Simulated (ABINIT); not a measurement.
Here is an ABINIT 10.8.3 (patched build) calculation.

File run.abi:

```
pp_dirpath "./"
pseudos "Ta.upf, C.upf"

acell 3.1059 3.1059 4.9464 Angstrom
rprim
     1.0000000000     0.0000000000     0.0000000000
    -0.5000000000     0.8660254038     0.0000000000
     0.0000000000     0.0000000000     1.0000000000
ntypat 2
znucl 73 6
natom 3
typat 1 1 2
chkprim 0
chksymtnons 0
tolsym 1.0e-6
xred
            2/3            1/3   0.7479900000
            1/3            2/3   0.2520100000
            0.0            0.0            0.0

ecut 41.0
ecutsm 0.5

kptopt 1
ngkpt 8 8 4
nshiftk 1
shiftk 0.0 0.0 0.0

ixc -116133

nband 19
occopt 3
tsmear 0.00183747

nstep 80
tolvrs 1.0e-12

iomode 3
prteig 0
prtebands 0
prtwf 0
prtden 0

ionmov 2
optcell 2
ntime 50
tolmxf 2.0e-5
dilatmx 1.08
```

Potentials or basis: PseudoDojo NC SR PBEsol v0.4.1 standard.

Run with:

```console
$ abinit run.abi > log 2>&1
```

(1) Estimate the band gap on the k mesh.

(2) What does it give for the relaxed cell?

(3) Predict the relaxed volume.

## Answers

(1) none (metal or under the smearing width).

(2) a = 3.095 Å, b = 3.095 Å, c = 4.923 Å, α = 90.00°, β = 90.00°, γ = 120.00°.

(3) 13.61 Å³/atom.
